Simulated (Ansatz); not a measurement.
Runs of Ansatz 0.2.0 on KBr. Symmetry: Fm-3m, No. 225, cubic system. The conventional cell has a = 6.600 Å, b = 6.600 Å, c = 6.600 Å, α = 90.00°, β = 90.00°, γ = 90.00°. Around Br (site symmetry m-3m) lie 6 K at 3.30 Å. Around K (site symmetry m-3m) lie 6 Br at 3.30 Å. 

```csv
task,potentials or basis,spin,cell,k mesh,cutoff (eV),basis error allowed,gap on the mesh (eV),pressure (GPa)
relaxation of cell and atoms,"all-electron LAPW, scalar-relativistic",off,relaxed to 30 GPa,7 × 7 × 7,-,0.001 eV/atom,(a),30.0
relaxation of cell and atoms,"all-electron LAPW, scalar-relativistic",off,relaxed to 5 GPa,7 × 7 × 7,-,0.001 eV/atom,4.91,5.0
band structure,"all-electron LAPW, relativistic spinors","SOC, no magnetisation",as given,5 × 5 × 5,128,0.001 eV/atom,4.12,-0.3
band structure,"all-electron LAPW, scalar-relativistic",off,as given,7 × 7 × 7,128,0.001 eV/atom,4.28,-0.3
relaxation of cell and atoms,"all-electron LAPW, scalar-relativistic",off,relaxed,7 × 7 × 7,-,0.001 eV/atom,4.34,0.0
relaxation of cell and atoms,"all-electron LAPW, scalar-relativistic",off,relaxed to 20 GPa,7 × 7 × 7,-,0.001 eV/atom,4.65,20.0
relaxation of cell and atoms,"all-electron LAPW, scalar-relativistic",off,relaxed to 10 GPa,7 × 7 × 7,-,0.001 eV/atom,5.12,10.0
band structure,"all-electron LAPW, non-relativistic",off,as given,7 × 7 × 7,128,0.001 eV/atom,4.50,(b)
band structure,"all-electron LAPW, inner shells corrected to Dirac's equation",off,as given,7 × 7 × 7,128,0.001 eV/atom,4.28,-0.3
band structure,"all-electron LAPW, scalar-relativistic",off,as given,5 × 5 × 5,128,0.001 eV/atom,4.28,-0.3
band structure,all-electron PAW datasets made for the crystal,off,as given,7 × 7 × 7,200,-,4.28,-0.3
```

Alike in all rows: level PBEsol; smearing fermi-dirac 0.05 eV.

Problem. Fill in the values left out.

Solution. (a) 4.25; (b) -0.2.

Caveats: an odd mesh through Γ misses points on the zone boundary, where band edges often lie (some runs); relativity is left out, which matters for the heavier elements (some runs).

A k mesh can miss the band edges, and rows without SOC leave out spin-orbit coupling on Br.

The runs don't all hold the same shells in valence.
